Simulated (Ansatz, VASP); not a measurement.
## AlCu2: VASP beside Ansatz

Contents of INCAR:

```
PREC = Accurate
ENCUT = 600
EDIFF = 1E-7
ISMEAR = 0
SIGMA = 0.1
LREAL = F
LASPH = T
NELM = 100
ALGO = Normal
ISIF = 3
LWAVE = F
LCHARG = F
GGA = PE
IBRION = 2
NSW = 90
EDIFFG = -0.04
```

The input KPOINTS:

```
Automatic mesh
0
Gamma
  6 6 6
```

Contents of POSCAR:

```
AlCu2
1.0
    3.9512222874      0.0000000000      0.0000000000
   -1.9756111437      3.4218588769      0.0000000000
    0.0000000000      0.0000000000      2.7791483046
Al Cu
1 2
Direct
    0.0000000000      0.0000000000      0.0000000000
    0.3333333333      0.6666666667      0.5000000000
    0.6666666667      0.3333333333      0.5000000000
```

Input for Ansatz:

```yaml
crystal:
  lattice:
    - [3.9512222874, 0.0, 0.0]
    - [-1.9756111437, 3.4218588769, 0.0]
    - [0.0, 0.0, 2.7791483046]
  atoms:
    - { symbol: Al, position: [0.0, 0.0, 0.0] }
    - { symbol: Cu, position: [0.3333333333, 0.6666666667, 0.5] }
    - { symbol: Cu, position: [0.6666666667, 0.3333333333, 0.5] }
basis:
  ecutwfc: 420
kpoints:
  mp_grid: { grid: [6, 6, 6] }
hamiltonian:
  xc: pbe
scf:
  occupations: { method: gaussian, width: 0.1 }
  lower_state_search: "off"
output:
  forces: true
  stress: true
  eigenvalues: true
relax:
  adjacent_minimum: "off"
  f_tol: 0.04
  max_steps: 70
  cell: { stress_tol: 0.4 }
```

Alike in both runs: task relaxation of cell and atoms; functional PBE; k mesh 6 × 6 × 6; occupations gaussian, width 0.1 eV; no spin polarisation.

|  | VASP | Ansatz |
| --- | --- | --- |
| version | VASP 6.6.1 | Ansatz 0.2.0 |
| potentials or method | VASP PAW PBE potentials, release 64 (Al, Cu) | scalar-relativistic, plane waves, PAW |
| plane-wave cutoff (eV) | 600 | 420 |
| valence electrons in the cell | 25 | 41 |

|  | VASP | Ansatz | Ansatz less VASP |
| --- | --- | --- | --- |
| gap on the k mesh at the Fermi level, each at its own relaxed structure (eV) | none | none | - |
| relaxed volume (Å³/atom) | 13.05 | 13.00 | -0.050 |
| relaxed cell length with the largest relative difference (Å) | 4.194 | 4.188 | -0.0054 |
| energy change over the relaxation (meV/atom) | -106 | -103 | +3.3 |

A gap of «none» marks a metal or a gap that the smearing closes. The two sets of potentials don't hold the same shells in valence.

Caveats: the k mesh is coarse (spacing up to 0.38 Å⁻¹), so the values aren't converged.
